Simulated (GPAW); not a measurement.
Sb:

```xyz
2
Lattice="2.1542 1.2437 3.7580 -2.1542 1.2437 3.7580 0.0000 -2.4875 3.7580" Properties=species:S:1:pos:R:3 pbc="T T T"
Sb    0.0000    0.0000    8.6416
Sb    0.0000    0.0000    2.6324
```

```yaml
Program: GPAW 26.7.0
Task: relaxation of cell and atoms
Functional: PBEsol
Dispersion: D3(BJ)
Potentials_or_basis: PAW data sets generated in the run's folder for this functional
Cutoff: 600 eV
Basis: pw
k_mesh: 6 × 6 × 6
Occupations: fermi-dirac, width 0.05 eV
Spin: no spin polarisation
```

At the start: pressure -2.6 GPa; volume 30.21 Å³/atom.

**Question.** Where does the relaxation end?

**Answer.** Over 10 steps the energy falls by 16.9 meV/atom and the volume is 28.35 Å³/atom (-6.1 %); space group R-3m (No. 166, to 0.05 Å).

Step by step:
| step | energy change (eV) | largest force (eV/Å) | pressure (GPa) | volume (Å³) |
| --- | --- | --- | --- | --- |
| 1 | 0.0000 | 0.0052 | -2.62 | 60.41 |
| 2 | -0.0091 | 0.0515 | -2.06 | 59.78 |
| 3 | -0.0247 | 0.2404 | 0.12 | 57.46 |
| 4 | -0.0264 | 0.2146 | 0.13 | 57.35 |
| 5 | -0.0329 | 0.0061 | 0.12 | 56.63 |
| 6 | -0.0330 | 0.0178 | 0.01 | 56.71 |
| 7 | -0.0333 | 0.0304 | -0.11 | 56.77 |
| 8 | -0.0336 | 0.0334 | -0.17 | 56.80 |
| 9 | -0.0338 | 0.0198 | -0.11 | 56.75 |
| 10 | -0.0339 | 0.0041 | -0.03 | 56.70 |

Final structure:
```yaml
crystal:
  lattice:
    - [2.12749, 1.22830, 3.61648]
    - [-2.12749, 1.22830, 3.61648]
    - [0.00000, -2.45661, 3.61648]
  atoms:
    - { symbol: Sb, position: [0.76343, 0.76343, 0.76343] }
    - { symbol: Sb, position: [0.23657, 0.23657, 0.23657] }
```

Caveat: later steps reuse the first step's grids; pairwise dispersion overbinds metals, which lowers pressure and volume.
